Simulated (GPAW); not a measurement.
# Yb (P6_3/mmc) in GPAW: single point with r2SCAN

Aim: the single point of Yb with r2SCAN.

All numbers are computed with GPAW 26.7.0; they aren't measurements. Logs are shortened: lines on timing, memory, paths and dates and some standing lists are left out, and cuts for length are marked. The log counts tension as positive stress, the text compression.

## (1) The crystal as given

Symmetry: P6_3/mmc, No. 194, hexagonal system. Conventional cell: a = 3.880 Å, b = 3.880 Å, c = 6.386 Å, α = 90.00°, β = 90.00°, γ = 120.00°. Yb (site symmetry -6m2) has 12 Yb at 3.88 to 3.90 Å as nearest neighbours.

This isn't the form of Yb at room conditions, which is fcc.

## (2) Single point, r2SCAN, collinear spin, antiferromagnetic start

The input, run.py:

```python
from ase.dft.bandgap import bandgap
from ase.io import read, write
from ase.units import GPa
from gpaw import GPAW, PW

atoms = read('Yb.cif')
atoms.set_initial_magnetic_moments([2.0, -2.0])

calc = GPAW(mode=PW(550),
            xc='MGGA_X_R2SCAN+MGGA_C_R2SCAN',
            kpts={'size': (6, 6, 4), 'gamma': True},
            occupations={'name': 'fermi-dirac', 'width': 0.05},
            nbands=44,
            maxiter=120,
            txt='gpaw.txt')
atoms.calc = calc
energy = atoms.get_potential_energy()
forces = atoms.get_forces()
stress = atoms.get_stress()
calc.write('gs.gpw')
write('result.traj', atoms)
print(f'Energy: {energy:.6f} eV')
print('Forces (eV/A):')
print(forces.round(4))
print('Stress (GPa):', (stress / GPa).round(3))
print('Moments:', calc.get_magnetic_moments().round(3))
print('Fermi level:', round(calc.get_fermi_level(), 4), 'eV')
print(f'Gap: {bandgap(calc)[0]:.4f} eV, direct: {bandgap(calc, direct=True)[0]:.4f} eV')
```

The input, Yb.cif:

```cif
data_Yb
_cell_length_a 3.87990000
_cell_length_b 3.87990000
_cell_length_c 6.38590000
_cell_angle_alpha 90.00000000
_cell_angle_beta 90.00000000
_cell_angle_gamma 120.00000000
_space_group_name_H-M_alt 'P6_3/mmc'
_space_group_name_Hall '-P 6c 2c'
_space_group_IT_number 194
loop_
_space_group_symop_operation_xyz
'x,y,z'
'-x,-y,-z'
'x-y,x,z+1/2'
'-x+y,-x,-z+1/2'
'-y,x-y,z'
'y,-x+y,-z'
'-x,-y,z+1/2'
'x,y,-z+1/2'
'-x+y,-x,z'
'x-y,x,-z'
'y,-x+y,z+1/2'
'-y,x-y,-z+1/2'
'-y,-x,-z+1/2'
'y,x,z+1/2'
'-x,-x+y,-z'
'x,x-y,z'
'-x+y,y,-z+1/2'
'x-y,-y,z+1/2'
'y,x,-z'
'-y,-x,z'
'x,x-y,-z+1/2'
'-x,-x+y,z+1/2'
'x-y,-y,-z'
'-x+y,y,z'
loop_
_atom_site_label
_atom_site_type_symbol
_atom_site_symmetry_multiplicity
_atom_site_Wyckoff_symbol
_atom_site_fract_x
_atom_site_fract_y
_atom_site_fract_z
_atom_site_occupancy
Yb1 Yb 2 c 0.6666666667 0.3333333333 0.7500000000 1
```

Potentials or basis: GPAW PAW data sets (gpaw-data 1.2.1), pw.

Started as:

```sh
> OMP_NUM_THREADS=1 python run.py
```

gpaw.txt:

```text
__  _  _
 | _ |_)|_||  |
 |__||  | ||/\| - 26.7.0

Input parameters:
  mode=PW(ecut=550.0),
  kpts=MonkhorstPack(size=(6, 6, 4), gamma=True),
  maxiter=120,
  nbands=44,
  occupations=Occupations(name='fermi-dirac', width=0.05),
  xc=XC(name='MGGA_X_R2SCAN+MGGA_C_R2SCAN')

Diagonalizing LCAO Hamiltonian
Converting LCAO to pw mode

            Yb

        Yb

Atoms  # Å, Bohr magnetons
|   | symbol |         x |        y |        z |    initial magnetic moments |
|---|--------|-----------|----------|----------|-----------------------------|
| 0 |     Yb |  1.939950 | 1.120031 | 4.789425 | ( 0.0000,  0.0000,  2.0000) |
| 1 |     Yb | -0.000000 | 2.240061 | 1.596475 | ( 0.0000,  0.0000, -2.0000) |

Unit cell  # Å
| periodic |         x |        y |        z |  lengths |     angles |
|----------|-----------|----------|----------|----------|------------|
|      yes |  3.879900 | 0.000000 | 0.000000 | 3.879900 |  90.000000 |
|      yes | -1.939950 | 3.360092 | 0.000000 | 3.879900 |  90.000000 |
|      yes |  0.000000 | 0.000000 | 6.385900 | 6.385900 | 120.000000 |

Number of symmetries: 6
Symmetry operations  # r_c * U_cc + t_c -> r_c
|   | kind |            matrix            |
|---|------|------------------------------|
| 0 |  σ   |  1, 1, 0,  0,-1, 0,  0, 0, 1 |
| 1 |  E   |  1, 0, 0,  0, 1, 0,  0, 0, 1 |
| 2 |  C3  |  0, 1, 0, -1,-1, 0,  0, 0, 1 |
| 3 |  σ   |  0,-1, 0, -1, 0, 0,  0, 0, 1 |
| 4 |  σ   | -1, 0, 0,  1, 1, 0,  0, 0, 1 |
| 5 |  C3  | -1,-1, 0,  1, 0, 0,  0, 0, 1 |

BZ-sampling:
  Number of BZ points: 144
  Number of IBZ points: 24

  Monkhorst-Pack size: [6, 6, 4]
  Monkhorst-Pack shift: [0.08333333333333333, 0.08333333333333333, 0.125]

K-points  # in reciprocal-cell coordinates
|     |                                coordinates |     weight |
|-----|--------------------------------------------|------------|
|   0 | (  0.00000000,   0.00000000,   0.00000000) | 0.00694444 |
|   1 | (  0.00000000,   0.00000000,   0.25000000) | 0.01388889 |
|   2 | (  0.00000000,   0.00000000,   0.50000000) | 0.00694444 |
|   3 | (  0.16666667,   0.00000000,  -0.25000000) | 0.04166667 |
|   4 | (  0.16666667,   0.00000000,   0.00000000) | 0.04166667 |
|   5 | (  0.16666667,   0.00000000,   0.25000000) | 0.04166667 |
|   6 | (  0.16666667,   0.00000000,   0.50000000) | 0.04166667 |
|   7 | (  0.33333333,  -0.16666667,   0.00000000) | 0.04166667 |
|   8 | (  0.33333333,  -0.16666667,   0.25000000) | 0.08333333 |
|   9 | (  0.33333333,  -0.16666667,   0.50000000) | 0.04166667 |
| ... |                                            |            |
|  23 | (  0.50000000,   0.50000000,   0.50000000) | 0.02083333 |

Plane wave coefficients: 2472
Cutoff: 550.0 eV

Spin-components: 2 (collinear spins)
Bands:           44
Projectors:      16
Spin-degeneracy: 1
Datatype:        complex128

Parallelization:
  kpt:    1
  domain: 1
  band:   1

Density:
  Valence electrons: 48.0
  Components: 2
  Grid points: [21 21 35]
  Charge: 0.0  # |e|

Potential:
  Grid points: [21 21 35]

species:
  Yb:
    name:    Ytterbium
    Z:       70.0
    valence: 24
    core:    46
    charge:  0.0  # [|e|]
    compensation charges:
      type: gauss
      rc: 0.35  # [Å]
      lmax: 2
    cutoffs:
      filter: 1.17  # [Å]
      core: 1.64  # [Å]
    projectors
    | kind |    occ | energy [eV] | rcut [Å] |
    |------|--------|-------------|----------|
    |   5s |  2.000 |     -54.928 |    1.164 |
    |   6s |  2.000 |      -3.920 |    1.164 |
    |   5p |  6.000 |     -27.426 |    1.164 |
    |   6p |  0.000 |      -1.107 |    1.164 |
    |   5d |  0.000 |      -0.667 |    1.164 |
    |   4f | 14.000 |      -3.009 |    1.164 |
    |    d |        |      26.544 |    1.164 |
    |    f |        |      24.202 |    1.164 |

    Using partial waves for Yb as LCAO basis

Reference energy: -765170.545283  # eV

eigensolver:
  PPCG
  Converge bands: occupied
  niter=2

density mixing:
  MSR1-Mixer
  Pratt-step length: 0.05
  Maximum mixing coefficient: 0.75
  Old densities: 10
  SVD Regularization: 0.005
  Good broyden scale: 1.0
  Trust region scale: 1.0
  Backstep threshold: 4.0
  History deletion threshold: 6.0
  Fourier metric: weight=20.0, sigma=0.015

occupation numbers:
  Fermi-Dirac:
    width: 0.0500  # eV

poisson solver:
  ecut: 4400.0  # eV

xc functional:
  name: MGGA_X_R2SCAN+MGGA_C_R2SCAN with 2 nearest neighbor stencil

convergence criteria:
- Maximum [total energy] change in last 3 cyles: 0.0005 eV / valence electron
- Maximum integral of absolute [dens]ity change: 0.0001 electrons / valence electron
- Maximum integral of absolute [eigenst]ate change: 4e-08 eV^2 / valence electron
maximum number of iterations: 120

SCF iterations
|iter     | |      energy | eigst |  dens |  magmom |
|---------|-|-------------|-------|-------|---------|
|iter:   1| |  -76.567820 | +0.94 |       |  +0.0000|
|iter:   2| |  -58.954381 | -1.03 | -0.69 |  +0.0000|
|iter:   3| | -187.612174 | +1.07 | -0.73 |  -0.0007|
|iter:   4| |  -24.747400 | +0.82 | -0.02 |  -0.0067|
|iter:   5| |  -25.084601 | -1.28 | -1.11 |  +0.0013|
|iter:   6| |  -25.788773 | -1.23 | -1.40 |  -0.0044|
|iter:   7| |  -25.353583 | -2.10 | -0.92 |  -0.0060|
|iter:   8| |  -24.868175 | -1.29 | -0.93 |  +0.0146|
|iter:   9| |  -24.620617 | -1.89 | -1.44 |  +0.0331|
|iter:  10| |  -24.620480 | -2.97 | -1.93 |  +0.0376|
|iter:  11| |  -24.613245c| -3.43 | -2.23 |  +0.0345|
|iter:  12| |  -24.620547c| -3.86 | -2.34 |  +0.0287|
|iter:  13| |  -24.614495c| -3.66 | -2.44 |  +0.0213|
|iter:  14| |  -24.615061c| -4.48 | -2.30 |  +0.0080|
|iter:  15| |  -24.616104c| -4.97 | -2.50 |  -0.0002|
|iter:  16| |  -24.616918c| -5.28 | -2.73 |  -0.0012|
|iter:  17| |  -24.618186c| -5.13 | -2.93 |  +0.0019|
|iter:  18| |  -24.617921c| -5.71 | -3.32 |  +0.0008|
|iter:  19| |  -24.618296c| -6.25 | -3.41 |  +0.0012|
|iter:  20| |  -24.618292c| -5.36 | -3.48 |  +0.0009|
|iter:  21| |  -24.618247c| -5.61 | -3.71 |  +0.0005|
|iter:  22| |  -24.618229c| -6.03 | -4.03c|  +0.0001|
|iter:  23| |  -24.618278c| -6.67 | -4.19c|  +0.0002|
|iter:  24| |  -24.618280c| -8.03c| -4.24c|  +0.0005|

Converged in 24 steps
Energy contributions relative to reference atoms: (reference = -765170.545283)

Energy contributions:
  Kinetic:           0.197720
  Coulomb:           1.633993
  Zero:             -0.658260
  External:          0.000000
  Xc:              -25.770783
  Entropy:          -0.041898
  Spinorbit:         0.000000
  ----------------------------
  Free energy:     -24.639228
  Extrapolated:    -24.618280

dipole moment: (0.000007, -0.000002, -0.000004)  # |e|*Ang

Total magnetic moment: (0.000000, 0.000000, 0.000453)

Local magnetic moments
|        x |        y |         z |
|----------|----------|-----------|
| 0.000000 | 0.000000 | -0.000447 |  # Yb   0
| 0.000000 | 0.000000 |  0.000588 |  # Yb   1

Fermi level: 5.198
Eigenvalues  # (at kpt = [0.000, 0.000, 0.000])
| band index |      eig [eV] | occ [0-1] |      eig [eV] | occ [0-1] |
|------------|---------------|-----------|---------------|-----------|
|          0 |       -48.118 |     1.000 |       -48.118 |     1.000 |
|        ... |               |           |               |           |
|         17 |         4.872 |     0.999 |         4.872 |     0.999 |
|         18 |         4.881 |     0.998 |         4.881 |     0.998 |
|         19 |         4.881 |     0.998 |         4.882 |     0.998 |
|         20 |         4.918 |     0.996 |         4.918 |     0.996 |
|         21 |         4.919 |     0.996 |         4.919 |     0.996 |
|         22 |         4.933 |     0.995 |         4.933 |     0.995 |
[... 8 lines left out ...]
|         31 |         9.553 |     0.000 |         9.553 |     0.000 |
|         32 |        11.137 |     0.000 |        11.137 |     0.000 |
|        ... |               |           |               |           |
|         43 |        20.209 |     0.000 |        20.198 |     0.000 |

No gap
No difference between direct/indirect transitions

Forces  # eV/Ang
|       x |        y |        z |
|---------|----------|----------|
| 0.00000 |  0.00000 |  0.00191 |  # Yb   0
| 0.00000 | -0.00000 | -0.00185 |  # Yb   1

Stress tensor  # eV/Ang^3
|         x |         y |         z |
|-----------|-----------|-----------|
|  0.014651 | -0.000000 | -0.000000 |
| -0.000000 |  0.014651 |  0.000000 |
| -0.000000 |  0.000000 |  0.013074 |

# Writing to gs.gpw (mode='')
```

It took 7.8 min on 1 thread of Intel Xeon 6975P-C (Granite Rapids), shared host; peak memory 1 GiB.

These settings aren't checked as converged: the numbers below hold their error.

Results:

```yaml
Free_energy: -24.6392 eV
Pressure: -2.3 GPa
Band_gap_on_the_k_mesh: none (metal or under the smearing width)
Net_moment: 0.00 μB per cell
```

Caveat: the cutoff is short for stress and forces, so pressures can be off by a GPa or more; one-centre terms of the f shell are cut off; the PAW data sets were made with another functional, which shifts forces and pressure a little; spin-orbit coupling is left out, which moves the levels of the heavy elements.
